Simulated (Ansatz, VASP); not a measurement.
## BN in VASP and in Ansatz

INCAR

```
SYSTEM = BN
  ALGO = Normal
  EDIFF = 1E-6
  ENCUT = 520
  GGA = PE
  ISIF = 2
  ISMEAR = 0
  LASPH = .True.
  LCHARG = .True.
  LELF = .True.
  LREAL = .False.
  LVHAR = .True.
  LWAVE = .False.
  NBANDS = 16
  NELM = 100
  PREC = Accurate
  SIGMA = 0.05
```

File KPOINTS:

```
k-points
0
Gamma
  12 12 6
  0 0 0
```

POSCAR

```
BN
1.0
    2.4779426933      0.0000000000      0.0000000000
   -1.2389713467      2.1459613215      0.0000000000
    0.0000000000      0.0000000000      4.2245145363
B N
2 2
Direct
    0.6666666667      0.3333333333      0.9998058548
    0.3333333333      0.6666666667      0.4998058548
    0.6666666667      0.3333333333      0.6251941452
    0.3333333333      0.6666666667      0.1251941452
```

Input for Ansatz:

```yaml
crystal:
  lattice:
    - [2.4779426933, 0.0, 0.0]
    - [-1.2389713467, 2.1459613215, 0.0]
    - [0.0, 0.0, 4.2245145363]
  atoms:
    - { symbol: B, position: [0.6666666667, 0.3333333333, 0.9998058548] }
    - { symbol: B, position: [0.3333333333, 0.6666666667, 0.4998058548] }
    - { symbol: "N", position: [0.6666666667, 0.3333333333, 0.6251941452] }
    - { symbol: "N", position: [0.3333333333, 0.6666666667, 0.1251941452] }
basis:
  ecutwfc: 420
kpoints:
  mp_grid: { grid: [12, 12, 6] }
hamiltonian:
  xc: pbe
scf:
  occupations: { method: gaussian, width: 0.05 }
output:
  forces: true
  stress: true
  eigenvalues: true
```

Change from the starting cell: strain -0.0300 x Voigt [1, 1, 0, 0, 0, 0], atoms carried along.

Alike in both runs: task single point; functional PBE; k mesh 12 × 12 × 6; occupations gaussian, width 0.05 eV; no spin polarisation.

```csv
,VASP,Ansatz
version,VASP 6.6.1,Ansatz 0.2.0
potentials or method,"VASP PAW PBE potentials, release 64 (B, N)","scalar-relativistic, plane waves, PAW"
plane-wave cutoff (eV),520,420
valence electrons in the cell,16,16
```

Ansatz gave:

- gap on the k mesh at the Fermi level (eV): 5.01
- least direct gap on the mesh (eV): 7.88
- pressure (GPa): 25.7
- largest component of the traceless stress (GPa): 21.77
- rms of the force components (eV/Å): 0.070

Problem. What did VASP give for the same quantities?

Solution. gap on the k mesh at the Fermi level (eV): 4.99; least direct gap on the mesh (eV): 7.87; pressure (GPa): 26.1; largest component of the traceless stress (GPa): 21.96; rms of the force components (eV/Å): 0.074.

Atom by atom the forces differ by 0.005 eV/Å (rms over components).

Caveats: so large a pressure means that the cell lies far from this level's equilibrium, or that cutoff or potentials fall short (VASP). A k mesh can miss the band edges.
